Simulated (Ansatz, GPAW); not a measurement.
Given: the input of a run of GPAW 26.7.0 (ASE script) on Bi. This isn't the form of Bi at room conditions, which is rhombohedral.

Contents of run.py:

```python
from ase import Atoms
from ase.dft.bandgap import bandgap
from ase.io import write
from ase.units import GPa
from gpaw import GPAW, PW, setup_paths

setup_paths.insert(0, '.')

atoms = Atoms(['Bi', 'Bi'],
              cell=[[3.488598, -3.132578, 0.0],
                    [3.488598, 3.132578, 0.0],
                    [-1.260235, 0.0, 3.11355]],
              scaled_positions=[[0.753061, 0.753061, 0.857382],
                                [0.246939, 0.246939, 0.142618]],
              pbc=True)

calc = GPAW(mode=PW(600),
            xc='PBEsol',
            kpts={'size': (6, 6, 9), 'gamma': True},
            occupations={'name': 'fermi-dirac', 'width': 0.05},
            nbands=25,
            convergence={'density': 1e-05, 'energy': 1e-05},
            maxiter=150,
            txt='gpaw.txt')
atoms.calc = calc
energy = atoms.get_potential_energy()
forces = atoms.get_forces()
stress = atoms.get_stress()
calc.write('gs.gpw')
write('result.traj', atoms)
print(f'Energy: {energy:.6f} eV')
print('Forces (eV/A):')
print(forces.round(4))
print('Stress (GPa):', (stress / GPa).round(3))
print('Fermi level:', round(calc.get_fermi_level(), 4), 'eV')
print(f'Gap: {bandgap(calc)[0]:.4f} eV, direct: {bandgap(calc, direct=True)[0]:.4f} eV')
```

Potentials or basis: PAW data sets generated in the run's folder for this functional, pw.

Launch:

```console
$ gpaw-setup -f PBEsol Bi
$ OMP_NUM_THREADS=1 python run.py
```

**Question.** Translate it to Ansatz 0.2.0. Potentials or basis there: Ansatz PAW, cutoff 420 eV.

**Answer.** As run (cutoffs and basis follow the program's own potentials, and thresholds, step limits or extra output files can differ):

File input.yaml:

```yaml
crystal:
  lattice:
    - [3.488598, -3.132578, 0.0]
    - [3.488598, 3.132578, 0.0]
    - [-1.260235, 0.0, 3.11355]
  atoms:
    - { symbol: Bi, position: [0.753061, 0.753061, 0.857382] }
    - { symbol: Bi, position: [0.246939, 0.246939, 0.142618] }
hamiltonian:
  xc: pbesol
  pseudopotentials: { kind: paw }
kpoints:
  mp_grid: { grid: [6, 6, 9] }
scf:
  occupations: { method: fermi_dirac, width: 0.05 }
output:
  forces: true
  stress: true
  eigenvalues: true
```

Potentials or basis: Ansatz PAW.

The run is started by

```console
$ ansatz run input.yaml --threads 1 --pin off --max-ram 3584MiB --backend cpu --events-out ev --progress --plain --runs-dir out
```

Both were run:

|  | GPAW | Ansatz |
| --- | --- | --- |
| Pressure | -2.5 GPa | -2.5 GPa |
| Largest force | 0.064 eV/Å | 0.059 eV/Å |

Ansatz's pressure holds a Pulay term of +0.03 GPa for its cutoff of 420 eV, which the other run lacks.

Ansatz's potentials were made for PBE.

Where Ansatz's input types no cutoff or centring, it takes its own default and a Γ-centred mesh.

Pressure is positive in compression.
